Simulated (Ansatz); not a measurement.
# Ba (fcc type): how the settings move a single-point run

Aim: see which settings change the result for Ba (fcc type), by how much, and at what cost.

Method: reference: DFT, PBE, PAW with Ansatz's default frozen-core files, scalar-relativistic, in Ansatz 0.2.0.

2 further runs of the same task are left out: 2 that didn't finish.

## (1) Starting point

Symmetry: Fm-3m, No. 225, cubic system. Conventional cell: a = 5.363 Å, b = 5.363 Å, c = 5.363 Å, α = 90.00°, β = 90.00°, γ = 90.00°. Ba (site symmetry m-3m) is surrounded by 12 Ba at 3.79 Å.

As a file:

```xyz
1
Lattice="0.0000 2.6815 2.6815 2.6815 0.0000 2.6815 2.6815 2.6815 0.0000" Properties=species:S:1:pos:R:3 pbc="T T T"
Ba    0.0000    0.0000    0.0000
```

## (2) The reference run

input.yaml

```yaml
crystal:
  lattice:
    - [0.0, 2.6814676077, 2.6814676077]
    - [2.6814676077, 0.0, 2.6814676077]
    - [2.6814676077, 2.6814676077, 0.0]
  atoms:
    - { symbol: Ba, position: [0.0, 0.0, 0.0] }
kpoints:
  mp_grid: { grid: [10, 10, 10] }
scf:
  occupations: { method: fermi_dirac, width: 0.1 }
hamiltonian:
  xc: pbe
  pseudopotentials: { kind: paw }
output:
  forces: true
  stress: true
  eigenvalues: true
  populations: true
```

Started as:

```console
> ansatz run input.yaml --threads 1 --pin off --max-ram 2048MiB --backend cpu --events-out ev --progress --plain --runs-dir out
```

## (3) Changing settings: symmetry.detect false, chi_scale 0.1, ecutwfc 250 eV

input.yaml: that of step 2 with these lines changed.

```diff
@@ -7,2 +7,3 @@
     - { symbol: Ba, position: [0.0, 0.0, 0.0] }
+  symmetry: { detect: false }
 kpoints:
@@ -11,2 +12,3 @@
   occupations: { method: fermi_dirac, width: 0.1 }
+  initial_density: { chi_scale: 0.1 }
 hamiltonian:
@@ -19 +21,7 @@
   populations: true
+  write_density: true
+  write_potential: true
+  elf: true
+  volumetric_format: npy
+basis:
+  ecutwfc: "250 eV"
```

**Question.** What will these runs give? Wanted: for each run, ending; energy change; pressure; gap; force.

As calculated:

| run | ending | energy change | pressure (GPa) | gap (eV) | force (eV/Å) | cycles | time |
| --- | --- | --- | --- | --- | --- | --- | --- |
| reference | converged | 0 | 7.5 | 0.00 | 0.00 | 6 | 2.5 s |
| 1: symmetry.detect false, chi_scale 0.1, ecutwfc 250 eV | converged | +95.9 meV/atom | 7.5 | 0.00 | 0.00 | 6 | 14 s |

Times don't compare one to one where runs were asked for different outputs or read a saved state (see the inputs); cycles may leave out searches for a lower state.

Residual by cycle in the longest SCF loop of each run; runs are numbered as in the table. The quantity is the density residual dr2, in eV.

| cycle | reference | run 1 |
| --- | --- | --- |
| 1 | 4.4e-4 | 0.0786 |
| 2 | 6.0e-5 | 0.0302 |
| 3 | 1.3e-5 | 7.1e-4 |
| 4 | 4.8e-7 | 9.7e-6 |
| 5 | 1.1e-7 | 4.2e-7 |
| 6 | 4.0e-9 | 7.4e-9 |

**Reading.** Changing the use of symmetry, start and cutoff moves the energy by +95.9 meV/atom. The log warns that the cutoff is under what these potentials recommend, so the shift is basis error. Run 1 ran under the cutoff that the potentials recommend, as the log warns, so basis error is mixed into its values.
